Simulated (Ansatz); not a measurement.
# MgS: single point with PBE

The system is MgS.

```xyz
2
Lattice="0.0000 2.8331 2.8331 2.8331 0.0000 2.8331 2.8331 2.8331 0.0000" Properties=species:S:1:pos:R:3 pbc="T T T"
S     1.4166    1.4166    1.4166
Mg    0.0000    0.0000    0.0000
```

The cell comes from a database or a generator and needn't be the stable form of this composition.

```json
{"Program": "Ansatz 0.2.0", "Task": "single point", "Functional": "PBE", "Potentials or basis": "Ansatz PAW", "Cutoff": "420 eV (not typed: the program's choice for these potentials)", "k mesh": "8 × 8 × 8", "Occupations": "fermi-dirac, width 0.05 eV", "Spin": "no spin polarisation"}
```

The pressure is 0.9 GPa and the band gap on the k mesh is 3.45 eV, direct.

Levels at points of the mesh, in eV from the valence-band top:
```csv
k point,band 6,band 7,band 8,band 9,band 10,band 11
"(0.00, 0.00, 0.00)",0.00,0.00,0.00,3.45,7.93,7.93
"(0.00, 0.00, -0.50)",-3.11,-0.32,-0.32,5.11,7.62,7.62
"(0.00, -0.50, -0.50)",-2.80,-1.02,-1.02,3.89,5.64,11.14
```

Run time: 1.1 s on 1 thread of AMD EPYC 7R13 Processor (Zen 3), on a shared host, peak memory 0.42 GiB.

A k mesh can miss the band edges.
